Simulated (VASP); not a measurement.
# Settings for BN: relaxation of the cell

BN, P6_3mc (no. 186), 4 atoms in the cell. RPBE; PAW potentials N, B (PBE set). VASP 6.6.1. The cell is changed on purpose: volume scaled by 1.06.

Wanted: cell volume within 0.2 %; lattice lengths within 0.1 %; shortest distances from each atom, periodic images included within 0.005 Å.

What the run is for: cell; Accuracy asked: standard.

The series start from Plane-wave cutoff (eV): 600; k-point mesh: 8 × 8 × 4; Relaxation passes: 2; Ionic threshold (EDIFFG): -0.005; Electronic threshold (eV): 1e-6; Precision mode (PREC): Accurate; Relaxation algorithm: IBRION=2 POTIM=0.5. Each series keeps the choices made before it, and each single choice may use up half of a tolerance. Times cover all steps of a run.

## Plane-wave cutoff (eV)

| Plane-wave cutoff (eV) | Cell volume (Å³) | Lattice lengths, largest deviation against the largest value | Shortest distances from each atom, periodic images included, largest deviation (Å) | Time (s) |
|---|---|---|---|---|
| 400 | 23.86 | 0.55 % | 0.0093 | 32 |
| 460 | 24.2 | 0.092 % | 0.0016 | 32 |
| 520 | 24.27 | 0.0033 % | 0.0001 | 32 |
| 600 | 24.26 | 0.02 % | 0.0004 | 39 |
| 700 | 24.25 | 0.028 % | 0.0005 | 46 |
| 840 (reference) | 24.27 | 0 % | 0.0000 | 64 |

Chosen: 520, the loosest value from which every tighter one stays within half of the tolerance.

## k-point mesh

| k-point mesh | Cell volume (Å³) | Lattice lengths, largest deviation against the largest value | Shortest distances from each atom, periodic images included, largest deviation (Å) | Time (s) |
|---|---|---|---|---|
| 4 × 4 × 2 | 24.29 | 0.056 % | 0.0035 | 15 |
| 5 × 5 × 3 | 24.28 | 0.024 % | 0.0007 | 17 |
| 6 × 6 × 4 | 24.27 | 0.018 % | 0.0004 | 24 |
| 8 × 8 × 4 | 24.27 | 0.023 % | 0.0004 | 32 |
| 10 × 10 × 5 | 24.25 | 0 % | 0.0000 | 44 |
| 12 × 12 × 7 (reference) | 24.25 | 0 % | 0.0000 | 64 |

Chosen: 5 × 5 × 3.

## Relaxation passes

| Relaxation passes | Cell volume (Å³) | Lattice lengths, largest deviation against the largest value | Shortest distances from each atom, periodic images included, largest deviation (Å) | Time (s) |
|---|---|---|---|---|
| 1 | 24.28 | 0 % | 0.0000 | 14 |
| 2 | 24.28 | 0 % | 0.0000 | 17 |
| 3 (reference) | 24.28 | 0 % | 0.0000 | 22 |

Chosen: 1.

## Ionic threshold (EDIFFG)

| Ionic threshold (EDIFFG) | Cell volume (Å³) | Lattice lengths, largest deviation against the largest value | Shortest distances from each atom, periodic images included, largest deviation (Å) | Time (s) |
|---|---|---|---|---|
| -0.05 | 24.28 | 0.015 % | 0.0017 | 12 |
| -0.02 | 24.25 | 0.022 % | 0.0003 | 14 |
| -0.01 | 24.25 | 0.022 % | 0.0003 | 13 |
| -0.005 | 24.28 | 0.012 % | 0.0002 | 14 |
| -0.002 (reference) | 24.27 | 0 % | 0.0000 | 14 |

Chosen: -0.05.

## Electronic threshold (eV)

| Electronic threshold (eV) | Cell volume (Å³) | Lattice lengths, largest deviation against the largest value | Shortest distances from each atom, periodic images included, largest deviation (Å) | Time (s) |
|---|---|---|---|---|
| 0.0001 | 24.27 | 0.0033 % | 0.0001 | 7.8 |
| 1e-5 | 24.28 | 0.00094 % | 0.0000 | 8.8 |
| 1e-6 | 24.28 | 0 % | 0.0000 | 12 |
| 1e-7 (reference) | 24.28 | 0 % | 0.0000 | 10 |

Chosen: 0.0001.

## Precision mode (PREC)

| Precision mode (PREC) | Cell volume (Å³) | Lattice lengths, largest deviation against the largest value | Shortest distances from each atom, periodic images included, largest deviation (Å) | Time (s) |
|---|---|---|---|---|
| Normal | 24.27 | 0.0014 % | 0.0000 | 5.3 |
| Accurate (reference) | 24.27 | 0 % | 0.0000 | 7.8 |

Chosen: Normal.

## Relaxation algorithm

| Relaxation algorithm | Cell volume (Å³) | Lattice lengths, largest deviation against the largest value | Shortest distances from each atom, periodic images included, largest deviation (Å) | Time (s) |
|---|---|---|---|---|
| IBRION=2 POTIM=0.5 | 24.27 | 0 % | 0.0000 | 5.3 |
| IBRION=2 POTIM=0.2 | 24.29 | 0.023 % | 0.0004 | 4.9 |
| IBRION=1 POTIM=0.5 | 24.3 | 0.027 % | 0.0032 | 5.5 |
| IBRION=1 POTIM=0.2 | 24.26 | 0.015 % | 0.0014 | 5.4 |

Chosen: IBRION=2 POTIM=0.5; no other choice that stays within half of the tolerance saves 30 % of the time.

## All choices together

| Input | Cell volume (Å³) | Lattice lengths, largest deviation against the largest value | Shortest distances from each atom, periodic images included, largest deviation (Å) | Time (s) |
|---|---|---|---|---|
| the program's defaults (naive) | 23.87 | 0.55 % | 0.0092 | 6.2 |
| chosen settings | 24.27 | 0.018 % | 0.0018 | 5.3 |
| reference settings throughout | 24.27 | 0 % | 0.0000 | 168 |

The tolerance is met.

Values of the reference run: Lattice lengths: 2.569, 2.569, 4.247 Å.

## The input

INCAR.step1:
```
SYSTEM = BN
GGA      = RP             ! functional
ISMEAR   = 0              ! smearing method
SIGMA    = 0.03           ! smearing width, eV
LWAVE    = .False.        ! write WAVECAR
LCHARG   = .False.        ! write CHGCAR
NSW      = 80             ! ionic steps
PREC     = Normal         ! precision mode
LASPH    = .True.         ! aspherical terms in the spheres
LREAL    = .False.        ! projectors in reciprocal space
ALGO     = Normal         ! electronic algorithm
EDIFF    = 1E-4           ! SCF threshold, eV
NELM     = 120            ! most SCF steps
GGA_COMPAT= .False.      
IBRION   = 2              ! ionic algorithm
ISIF     = 3              ! what is computed and relaxed
EDIFFG   = -0.05          ! ionic threshold
NELMIN   = 4            
ENCUT    = 520            ! plane-wave cutoff, eV
EFERMI   = MIDGAP       
POTIM    = 0.5            ! step
```

INCAR.step2, as INCAR.step1 but for:
```
- NSW = 80
- IBRION = 2
- ISIF = 3
- EDIFFG = -0.05
- NELMIN = 4
- POTIM = 0.5
+ ISIF = 2
```

KPOINTS:
```
Automatic mesh
0
Gamma
  5 5 3
  0 0 0
```

POSCAR.step1:
```
BN
1.0
    2.6040295656      0.0000000000      0.0000000000
   -1.3020147828      2.2551557560      0.0000000000
    0.0000000000      0.0000000000      4.3097555565
N B
2 2
Direct
    0.3333333333      0.6666666667      0.1252760000
    0.6666666667      0.3333333333      0.6252760000
    0.3333333333      0.6666666667      0.4997240000
    0.6666666667      0.3333333333      0.9997240000
```

Commands (each step's output is kept before the next begins):
```
cat potpaw_PBE.64/N/POTCAR potpaw_PBE.64/B/POTCAR > POTCAR
cp INCAR.step1 INCAR
cp POSCAR.step1 POSCAR
mpirun -np 1 vasp_std > vasp.out
cp CONTCAR POSCAR
cp INCAR.step2 INCAR
mpirun -np 1 vasp_std > vasp.out
```

The chosen input took VASP 6.6.1 5.3 s on 1 core (Intel Xeon Platinum 8488C (Sapphire Rapids)), a shared host.

## An input that fails: ionic step far too long

VASP's message: Orbital orthonormalization failed in the inversion of matrix LAPACK: Routine ZPOTRF failed! kpoint: 1 spin: 1 Possible solutions for this issue are: - Please check whether the atoms are too close to each other. - Decreasing POTIM might help during relaxations or MDs. - Deleting CHGCAR or WAVECAR if incompatible with the structure. - Try calculating without symmetrizing (ISYM = 0 or ISYM = -1). ….

Changes against the starting input:
```
(all steps)
- NSW = 80
- NELM = 120
- IBRION = 2
- POTIM = 0.5
+ NSW = 30
+ NELM = 78
+ IBRION = 1
+ POTIM = 3.0
```
